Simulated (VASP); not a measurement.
The system is PtS2.

```
Pt S
1.0
     3.54320    0.00000    0.00000
    -1.77160    3.06850    0.00000
     0.00000    0.00000    5.03880
Pt S
1 2
Direct
  0.00000 0.00000 0.00000
  0.66667 0.33333 0.77300
  0.33333 0.66667 0.22700
```

Base run:

```yaml
Program: VASP 6.6.1
Functional: SCAN
Potentials_or_basis: VASP PAW PBE potentials, release 64 (Pt, S)
Cutoff: 520 eV
k_mesh: 7 × 7 × 4
Occupations: fermi-dirac, width 0.05 eV
Spin: spin-orbit coupling, no magnetisation
```

Its results: pressure 5.7 GPa; largest force 0.887 eV/Å.

Q: The run is repeated on the same cell with these changes: functional from SCAN to r2SCAN; further incar settings from ALGO = Normal; EDIFF = 1e-06; NBANDS = 35 to ALGO = Normal; EDIFF = 1e-07; NBANDS = 35. What comes out?

A: Pressure 9.4 GPa; largest force 1.238 eV/Å.

Caveats: the PAW data sets were made with another functional, which shifts forces and pressure a little.
